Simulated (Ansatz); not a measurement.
# GaAs: the cell at several levels of theory

One table from this session's results is given with a row withheld; the runs are named, their logs left out.

Program: Ansatz 0.2.0. PAW datasets, plane waves, zero pressure. Calculated at 0 K for a non-magnetic cell.

**The system as given**

The symmetry is F-43m (No. 216, cubic); conventional cell a = 5.654 Å, 22.59 Å³ an atom. Near Ga stand 4 As at 2.45 Å; near As stand 4 Ga at 2.45 Å.

Coordinates:

```cif
data_structure
_symmetry_space_group_name_H-M 'F-43m'
_symmetry_Int_Tables_number 216
_cell_length_a 5.6537
_cell_length_b 5.6537
_cell_length_c 5.6537
_cell_angle_alpha 90.000
_cell_angle_beta 90.000
_cell_angle_gamma 90.000
_cell_volume 180.72
loop_
_atom_site_label
_atom_site_type_symbol
_atom_site_symmetry_multiplicity
_atom_site_Wyckoff_symbol
_atom_site_fract_x
_atom_site_fract_y
_atom_site_fract_z
_atom_site_occupancy
Ga1 Ga 4 a 0.00000 0.00000 0.00000 1
As1 As 4 d 0.25000 0.25000 0.75000 1
```

The first run:

input.yaml

```yaml
crystal:
  lattice:
    - [0.0, 2.82685, 2.82685]
    - [2.82685, 0.0, 2.82685]
    - [2.82685, 2.82685, 0.0]
  atoms:
    - { symbol: Ga, position: [0.0, 0.0, 0.0] }
    - { symbol: As, position: [0.25, 0.25, 0.25] }
kpoints:
  mp_grid: { grid: [8, 8, 8] }
hamiltonian:
  xc: pbe
scf:
  occupations: { method: fermi_dirac, width: 0.02 }
relax:
  f_tol: 0.005
  cell: {}
output:
  write_density: true
  write_potential: true
  elf: true
  volumetric_format: npy
```

The run is started by

```console
$ ansatz run input.yaml --threads 2 --pin off --max-ram 4608MiB --backend cpu --events-out ev --progress --plain --runs-dir out
```

Steps of the session up to this table: PBE: cell and atoms; r2SCAN: cell and atoms; PBEsol: cell and atoms; LDA: cell and atoms; Relaxing with HSE06.

One of the session's tables, all rows but one given; the rest of the session is left out.

It belongs to the step «The cells side by side». 

```
 level  a (Å)  volume (Å³/atom)
   PBE  5.745            23.696
r2SCAN  5.666            22.739
PBEsol  5.657            22.635
   LDA      ?                 ?
 HSE06  5.682            22.936
```

Estimate the missing values for LDA.

As computed: a (Å): 5.603; volume (Å³/atom): 21.984. In the column «a (Å)» it is the lowest.

What this shows: From the start to the first minimum the volume moved by +4.9 %. LDA gives the smallest cell and PBE the largest; they differ by 7.8 % in volume, a mean of 2.5 % in length. The meshes differ: PBE 8×8×8, r2SCAN 8×8×8, PBEsol 8×8×8, LDA 8×8×8, HSE06 6×6×6.
